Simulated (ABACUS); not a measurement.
Crystal: BAs.

```xyz
2
Lattice="3.2359 0.0000 0.0000 0.0000 3.2359 0.0000 0.0000 0.0000 3.2359" Properties=species:S:1:pos:R:3 pbc="T T T"
B     0.0000    0.0000    0.0000
As    1.6179    1.6179    1.6179
```

The cell was built by a generator and needn't be a form met in nature.

Below is the output of ABACUS 3.10.1 for this cell. Logs are shortened: lines on timing, memory, paths and dates and some standing lists are left out, and cuts for length are marked.

```text
ABACUS v3.10.1

               Atomic-orbital Based Ab-initio Computation at UStc

 ------------------------------------------------------------------------------------

 READING GENERAL INFORMATION
                           global_out_dir = OUT.BAs/
                           global_in_card = INPUT
                               pseudo_dir = ./
                              orbital_dir =
                                    DSIZE = 4
                                    GSIZE = 1

 READING UNITCELL INFORMATION
                                    ntype = 2
                  lattice constant (Bohr) = 1.88973
              lattice constant (Angstrom) = 1

 READING ATOM TYPE 1
                               atom label = B
                      L=0, number of zeta = 1
                      L=1, number of zeta = 1
                      L=2, number of zeta = 1
             number of atom for this type = 1

 READING ATOM TYPE 2
                               atom label = As
                      L=0, number of zeta = 1
                      L=1, number of zeta = 1
                      L=2, number of zeta = 1
             number of atom for this type = 1

                        TOTAL ATOM NUMBER = 2
DIRECT COORDINATES
    atom                   x                   y                   z     mag                  vx                  vy                  vz
taud_B1            0.0000000000        0.0000000000        0.0000000000  0.0000        0.0000000000        0.0000000000        0.0000000000
taud_As1            0.5000000000        0.5000000000        0.5000000000  0.0000        0.0000000000        0.0000000000        0.0000000000

                          Volume (Bohr^3) = 228.649
                             Volume (A^3) = 33.8822

 Lattice vectors: (Cartesian coordinate: in unit of a_0)
[... 299 lines left out ...]
                          Error Threshold = 1.21713093738e-10
----------------------------------------------------------
     Energy           Rydberg                 eV
----------------------------------------------------------
 E_KohnSham     -217.7506776133      -2962.6499589021
 E_KS(sigma->0) -217.7503506102      -2962.6455097960
 E_Harris       -217.7508439322      -2962.6522217868
 E_band         -18.4662554887       -251.2462953703
 E_one_elec     -111.6657272062      -1519.2901613174
 E_Hartree      63.7770416698        867.7311682930
 E_xc           -49.4829919300       -673.2506443354
 E_Ewald        -120.3783461407      -1637.8314233300
 E_entropy(-TS) -0.0006540063        -0.0088982123
 E_descf        0.0000000000         0.0000000000
 E_exx          0.0000000000         0.0000000000
 E_Fermi        0.6196768982         8.4311367346
----------------------------------------------------------

 charge density convergence is achieved
 final etot is -2962.6499589 eV
 EFERMI = 8.4311367346 eV
The vacuum level is 3.6590604286 eV

 STATE ENERGY(eV) AND OCCUPATIONS    NSPIN == 1
 1/35 kpoint (Cartesian) = 0.0000 0.0000 0.0000 (739 pws)
       1       -27.7331     0.00390625
       2       -27.7331     0.00390625
       3       -27.7148     0.00390625
       4       -27.7148     0.00390625
       5       -27.7148     0.00390625
       6       -4.86450     0.00390625
       7        6.09720     0.00390625
       8        7.89804     0.00390616
       9        7.89804     0.00390616
      10        7.89804     0.00390616
      11        15.1264    2.73541e-61
      12        15.1264    2.73541e-61
      13        15.1264    2.73541e-61
[... 61 lines left out ...]
 6/35 kpoint (Cartesian) = 0.038630 0.038630 0.0000 (754 pws)
       1       -27.7319      0.0468750
       2       -27.7299      0.0468750
       3       -27.7159      0.0468750
       4       -27.7153      0.0468750
       5       -27.7153      0.0468750
       6       -4.49482      0.0468750
       7        4.68516      0.0468750
       8        6.76416      0.0468750
       9        8.28357      0.0445466
      10        9.32540    8.00767e-10
      11        13.5181    3.06056e-46
      12        14.4344    3.36653e-54
      13        14.8738    5.14048e-58

[... levels at 29 further k points ...]

------------------------------------------------------------------------------------------
 TOTAL-FORCE (eV/Angstrom)
------------------------------------------------------------------------------------------
                        B1         0.0000000000         0.0000000000         0.0000000000
                       As1         0.0000000000         0.0000000000         0.0000000000
------------------------------------------------------------------------------------------

----------------------------------------------------------------
 TOTAL-STRESS (KBAR)
----------------------------------------------------------------
      -147.5691768126         0.0000000000         0.0000000000
         0.0000000000      -147.5691768126         0.0000000000
         0.0000000000         0.0000000000      -147.5691768126
----------------------------------------------------------------
 TOTAL-PRESSURE: -147.569177 KBAR

 --------------------------------------------
 !FINAL_ETOT_IS -2962.6499589021286738 eV
 --------------------------------------------
```

**Question.** What input gives this log?

**Answer.** Single point with PBE, no spin polarisation. The files as run (others can give the same):

INPUT
```
INPUT_PARAMETERS
suffix              BAs
calculation         scf
basis_type          pw
pseudo_dir          ./
symmetry            1
dft_functional      pbe
ecutwfc             84
pseudo_rcut         7
nspin               1
nbands              13
ks_solver           dav
smearing_method     fd
smearing_sigma      0.00367493
scf_thr             1e-08
scf_nmax            100
mixing_type         broyden
mixing_beta         0.7
cal_force           1
cal_stress          1
out_chg             1
out_pot             2
out_elf             1
```

STRU
```
ATOMIC_SPECIES
B 10.8100 B.upf
As 74.9216 As.upf

LATTICE_CONSTANT
1.8897261246

LATTICE_VECTORS
3.2358670400 0.0000000000 0.0000000000
0.0000000000 3.2358670400 0.0000000000
0.0000000000 0.0000000000 3.2358670400

ATOMIC_POSITIONS
Direct

B
0.0
1
0.0000000000 0.0000000000 0.0000000000 1 1 1

As
0.0
1
0.5000000000 0.5000000000 0.5000000000 1 1 1
```

KPT
```
K_POINTS
0
Gamma
8 8 8 0 0 0
```

Potentials or basis: PseudoDojo NC SR 0.4.1 PBE standard, plane waves.
The run is started by
```sh
$ OMP_NUM_THREADS=1 mpirun -np 4 abacus > log
```
